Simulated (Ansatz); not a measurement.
A relaxation computed with Ansatz, from input to last step.

```yaml
crystal:
  lattice:
    - [5.7441139512, 0.0, 0.0]
    - [-2.8720569756, 4.974548604, 0.0]
    - [0.0, 0.0, 4.6533460243]
  atoms:
    - { symbol: Ti, position: [0.8303111833, 0.1696888167, 0.25] }
    - { symbol: Ti, position: [0.6606223666, 0.8303111833, 0.75] }
    - { symbol: Ti, position: [0.8303111833, 0.6606223666, 0.25] }
    - { symbol: Ti, position: [0.1696888167, 0.8303111833, 0.75] }
    - { symbol: Ti, position: [0.3393776334, 0.1696888167, 0.25] }
    - { symbol: Ti, position: [0.1696888167, 0.3393776334, 0.75] }
    - { symbol: Al, position: [0.3333333333, 0.6666666667, 0.25] }
    - { symbol: Al, position: [0.6666666667, 0.3333333333, 0.75] }
basis:
  ecutwfc: 420
kpoints:
  mp_grid: { grid: [6, 6, 8] }
hamiltonian:
  xc: pbesol
scf:
  occupations: { method: gaussian, width: 0.1 }
output:
  forces: true
  stress: true
  eigenvalues: true
relax:
  adjacent_minimum: "off"
  f_tol: 0.01
  max_steps: 30
  cell: { stress_tol: 0.1, fix: [volume] }
```

```bash
ansatz run input.yaml --threads 2 --pin off --max-ram 5120MiB --backend cpu --events-out ev --progress --plain --runs-dir out
```

Level of theory: Ansatz 0.2.0, DFT PBEsol, scalar-relativistic, plane waves, PAW.

The volume is held at 1.03 times that of the relaxed cell.

Of 3 frames 2 are shown, positions in Å and forces in eV/Å; the SCF threshold varies from step to step. Steps run on the plane waves of an earlier cell, with a Pulay correction in the pressure. The basis is chosen afresh for the last frame, the zero of the energies, and at times for earlier ones too; energy and pressure can step there, also at an unchanged geometry. Where two frames share a geometry here, they differ by under 2 meV/atom and 0.3 GPa.

```xyz
8
Lattice="5.7441 0.0000 0.0000 -2.8721 4.9745 0.0000 0.0000 0.0000 4.6533" Properties=species:S:1:pos:R:3:forces:R:3 pbc="T T T" step=1 free_energy_over_end_meV_per_atom=0.01 pressure_GPa=-3.42
Ti    4.2820    0.8441    1.1633    0.0020   -0.0012    0.0000
Ti    1.4100    4.1304    3.4900    0.0020    0.0012    0.0000
Ti    2.8721    3.2863    1.1633    0.0000    0.0024    0.0000
Ti   -1.4100    4.1304    3.4900   -0.0020    0.0012    0.0000
Ti    1.4621    0.8441    1.1633   -0.0020   -0.0012    0.0000
Ti    0.0000    1.6883    3.4900    0.0000   -0.0024    0.0000
Al    0.0000    3.3164    1.1633    0.0000    0.0000    0.0000
Al    2.8721    1.6582    3.4900    0.0000    0.0000    0.0000
8
Lattice="5.7479 0.0000 0.0000 -2.8739 4.9778 0.0000 0.0000 0.0000 4.6473" Properties=species:S:1:pos:R:3:forces:R:3 pbc="T T T" step=3 free_energy_over_end_meV_per_atom=0.00 pressure_GPa=-3.41
Ti    4.2850    0.8446    1.1618    0.0013   -0.0008    0.0000
Ti    1.4111    4.1332    3.4855    0.0013    0.0008    0.0000
Ti    2.8739    3.2886    1.1618    0.0000    0.0015    0.0000
Ti   -1.4111    4.1332    3.4855   -0.0013    0.0008    0.0000
Ti    1.4629    0.8446    1.1618   -0.0013   -0.0008    0.0000
Ti    0.0000    1.6892    3.4855    0.0000   -0.0015    0.0000
Al    0.0000    3.3185    1.1618    0.0000    0.0000    0.0000
Al    2.8739    1.6593    3.4855    0.0000    0.0000    0.0000
```

Time: 13 s on 2 threads of Intel(R) Xeon(R) 6975P-C (Granite Rapids) (shared host), peak memory 0.57 GiB.